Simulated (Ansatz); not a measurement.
# Be: the cost of one run

Program: Ansatz 0.2.0. Level of theory: DFT PBE, scalar-relativistic, plane waves, PAW. These are calculated values, not measurements.

## (1) The structure to begin with

Symmetry: P1, No. 1, triclinic system. Conventional cell: a = 2.889 Å, b = 3.523 Å, c = 4.314 Å, α = 68.97°, β = 74.52°, γ = 68.48°. Around Be (site symmetry 1) lie 2 Be at 2.05 to 2.10 Å. Around Be (site symmetry 1) lie 2 Be at 1.48 to 1.63 Å. Be (site symmetry 1) has 2 Be at 1.48 to 1.49 Å as nearest neighbours. Be (site symmetry 1) has 2 Be at 1.49 to 1.63 Å as nearest neighbours.

Coordinates:

```xyz
4
Lattice="3.6456 0.0000 0.0000 -1.2653 2.5969 0.0000 1.8488 -1.0317 3.9776" Properties=species:S:1:pos:R:3 pbc="T T T"
Be    3.3277   -0.4592    2.4606
Be    0.7307    1.5703    0.5754
Be    0.8258   -0.1468    0.7911
Be    3.9821    0.9798    3.8401
```

This is candidate A: random cell without symmetry.

## (2) A loose first relaxation (candidate A)

Input file input.yaml:

```yaml
crystal:
  lattice:
    - [3.6455610425, 0.0, 0.0]
    - [-1.2652990342, 2.5969267221, 0.0]
    - [1.8488308323, -1.031678789, 3.977552946]
  atoms:
    - { symbol: Be, position: [0.6230058826, 0.0689425084, 0.6186236189] }
    - { symbol: Be, position: [0.3568863566, 0.6621484615, 0.1446712463] }
    - { symbol: Be, position: [0.1334651967, 0.0224701706, 0.1988852346] }
    - { symbol: Be, position: [0.8667611245, 0.7608365077, 0.9654362606] }
basis:
  ecutwfc: 420
kpoints:
  mp_grid: { grid: [6, 6, 4] }
hamiltonian:
  xc: pbe
scf:
  occupations: { method: gaussian, width: 0.1 }
  lower_state_search: "off"
output:
  forces: true
  stress: true
  eigenvalues: true
relax:
  adjacent_minimum: "off"
  f_tol: 0.04
  max_steps: 70
  cell: { stress_tol: 0.4 }
```

**Question.** How long does this run take on 1 thread of an x86-64 CPU, shared host, and how much memory does it need?

About 55 s, with a peak of 0.38 GiB.
